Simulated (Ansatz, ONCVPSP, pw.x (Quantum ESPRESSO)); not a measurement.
## Which Ti potential is closest to all-electron in the fcc crystal?

All use PBE, scalar-relativistic, no spin, cutoffs from each file’s atomic test, pw.x 7.5; 14³ k-points, Fermi–Dirac smearing 0.01 Ry. Δ is the rms difference from all-electron LAPW of the E(V) curves that follow from fits to the pressures, over ±6 % in volume. Mesh and smearing are coarse and serve the comparison alone. The files are a selection: those with a ghost or negative overlap were mostly not run, and those with noisy or unconverged pressures or nearly equal Δ are left out.

All-electron: a0 = 4.119 Å (V0 = 17.47 Å³/atom), B0 = 106.1 GPa.

Task: Rank them by Δ, smallest first.
A. optimised norm-conserving Vanderbilt (ONCV), ONCVPSP 4.0.1.1 (patched build), PBE; core [Ar], reference 3d2 4s2; waves: 4s: rc 2.45 bohr, ncon 4, nbas 7, qcut 3.2 1/bohr, 2 projectors, debl 2.3 Ha; p scattering state at 0.16 Ha: rc 2.20 bohr, ncon 4, nbas 8, qcut 4.5 1/bohr, local; 3d: rc 2.50 bohr, ncon 3, nbas 7, qcut 6.5 1/bohr, 2 projectors, debl 1.4 Ha; local part: the p channel; core correction: Teter function, fcfact 2.5, rcfact 1.65.
B. optimised norm-conserving Vanderbilt (ONCV), ONCVPSP 4.0.1.1 (patched build), PBE; core [Ne], reference 3s2 3p6 3d2 4s2; waves: 3s+4s: rc 1.65 bohr, ncon 4, nbas 8, qcut 6.9 1/bohr, 2 projectors; 3p: rc 1.45 bohr, ncon 3, nbas 7, qcut 11.8 1/bohr, 2 projectors, debl 3.9 Ha; 3d: rc 2.50 bohr, ncon 5, nbas 9, qcut 6.9 1/bohr, 1 projector; local part: polynomial inside 1.30 bohr (lpopt 5, dvloc0 4 Ha); core correction: Teter function, fcfact 2.5, rcfact 1.75.
C. optimised norm-conserving Vanderbilt (ONCV), ONCVPSP 4.0.1.1 (patched build), PBE; core [Ne] 3s2, reference 3p6 3d2 4s2; waves: 4s: rc 2.50 bohr, ncon 3, nbas 8, qcut 2.3 1/bohr, 2 projectors, debl 0.5 Ha; 3p: rc 1.50 bohr, ncon 4, nbas 7, qcut 7.5 1/bohr, 2 projectors, debl 0.7 Ha; 3d: rc 2.45 bohr, ncon 3, nbas 7, qcut 7.1 1/bohr, 3 projectors, debl 3.9 Ha; local part: polynomial inside 1.40 bohr (lpopt 5, dvloc0 4 Ha); core correction: Teter function, fcfact 4.5, rcfact 1.55. In the p channel the program set the typed energies aside and used -1.428, 0.250 Ha.
D. optimised norm-conserving Vanderbilt (ONCV), ONCVPSP 4.0.1.1 (patched build), PBE; core [Ne], reference 3s2 3p6 3d2 4s2; waves: 3s+4s: rc 1.50 bohr, ncon 3, nbas 6, qcut 9.3 1/bohr, 2 projectors; 3p: rc 1.05 bohr, ncon 4, nbas 8, qcut 9.4 1/bohr, 1 projector; 3d: rc 1.85 bohr, ncon 4, nbas 9, qcut 9.1 1/bohr, 2 projectors, debl 2.2 Ha; local part: polynomial inside 0.90 bohr (lpopt 5, dvloc0 0 Ha); core correction: none.

Result: D (0.3 meV/atom), A (3.7 meV/atom), B (5.5 meV/atom), C (8.6 meV/atom).
